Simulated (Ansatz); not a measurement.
Run this with Ansatz 0.2.0 through its Python package and show what comes out.

Input file `co2.yaml`:
```yaml
crystal:
  lattice:
    - [2.635911, -2.387378, 0.0]
    - [2.635911, 2.387378, 0.0]
    - [0.0, 0.0, 6.587175]
  atoms:
    - { symbol: C, position: [0.0, 0.0, 0.0] }
    - { symbol: C, position: [0.5, 0.5, 0.5] }
    - { symbol: O, position: [0.806509, 0.193491, 0.891843] }
    - { symbol: O, position: [0.193491, 0.806509, 0.108157] }
    - { symbol: O, position: [0.693491, 0.306509, 0.391843] }
    - { symbol: O, position: [0.306509, 0.693491, 0.608157] }
kpoints:
  mp_grid: { kspacing: 0.4 }
hamiltonian:
  xc: pbesol
scf:
  occupations: { method: fixed }
output:
  forces: true
relax:
  f_tol: 0.01
```

`co2.py`
```python
"""Turn an input file for CO2 into a chain of calls."""

import ansatz

calc = ansatz.Calculation.from_yaml("co2.yaml")
print(calc.to_python())
```

```console
$ python co2.py
(
    az.Lattice.of(((2.635911, -2.387378, 0.0), (2.635911, 2.387378, 0.0), (0.0, 0.0, 6.587175)))
    .atom("C", (0.0, 0.0, 0.0))
    .atom("C", (0.5, 0.5, 0.5))
    .atom("O", (0.806509, 0.193491, 0.891843))
    .atom("O", (0.193491, 0.806509, 0.108157))
    .atom("O", (0.693491, 0.306509, 0.391843))
    .atom("O", (0.306509, 0.693491, 0.608157))
    .calculation()
    .kpoints(spacing=0.4)
    .functional("pbesol")
    .occupations(method="fixed")
    .relax(force_tolerance=0.01)
    .forces()
)
```

The input is only written out: it wasn't run, and its settings aren't tested. The structure comes from a database and needn't be a stable phase.
